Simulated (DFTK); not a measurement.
# KCl (Sylvite): band structure with PBE

**The experiment to reproduce.**

A printed reference work, monograph reports, for a bulk crystal of KCl: band gap 8.68 eV.

KCl (Sylvite):

```
K Cl
1.0
     0.00000    3.14647    3.14647
     3.14647    0.00000    3.14647
     3.14647    3.14647    0.00000
K Cl
1 1
Direct
  0.00000 0.00000 0.00000
  0.50000 0.50000 0.50000
```

```yaml
Program: DFTK 0.8.2
Task: band structure
Functional: PBE
Potentials_or_basis: SG15 1.2 (PBE)
Cutoff: 952 eV
k_mesh: 7 × 7 × 7
Occupations: fermi-dirac, width 0.05 eV
Spin: no spin polarisation
Valence_electrons: Cl 7, K 9
SCF_tolerance_on_the_density: 1e-06
```

```
Pressure                : 0.7 GPa
Band gap on the k mesh  : 5.19 eV, direct
Band gap along the path : 5.19 eV, direct
```

Levels at the corners of the path, in eV from the valence-band top:
```csv
point,band 6,band 7,band 8,band 9,band 10,band 11
Γ,0.00,0.00,0.00,5.19,8.41,8.41
X,-0.66,-0.22,-0.22,6.57,8.38,10.07
W,-0.49,-0.47,-0.47,8.06,8.06,9.52
K,-0.56,-0.55,-0.29,7.31,9.09,9.35
Γ,0.00,0.00,0.00,5.19,8.41,8.41
L,-1.05,-0.33,-0.33,7.61,8.60,10.50
U,-0.56,-0.55,-0.29,7.31,9.09,9.35
W,-0.49,-0.47,-0.47,8.06,8.06,9.52
L,-1.05,-0.33,-0.33,7.61,8.60,10.50
K,-0.56,-0.55,-0.29,7.31,9.09,9.35
U,-0.56,-0.55,-0.29,7.31,9.09,9.35
X,-0.66,-0.22,-0.22,6.57,8.38,10.07
```

Wall time 4.8 min on 1 thread of AMD EPYC 7571, with other jobs on the host, peak memory 1.7 GiB.

Against the measured gap of KCl, 8.68 eV (a printed reference work, monograph), the calculated 5.19 eV is off by -3.49 eV. The value is that of PBE, without temperature or zero-point motion. Semilocal functionals fall short of measured gaps as a rule.
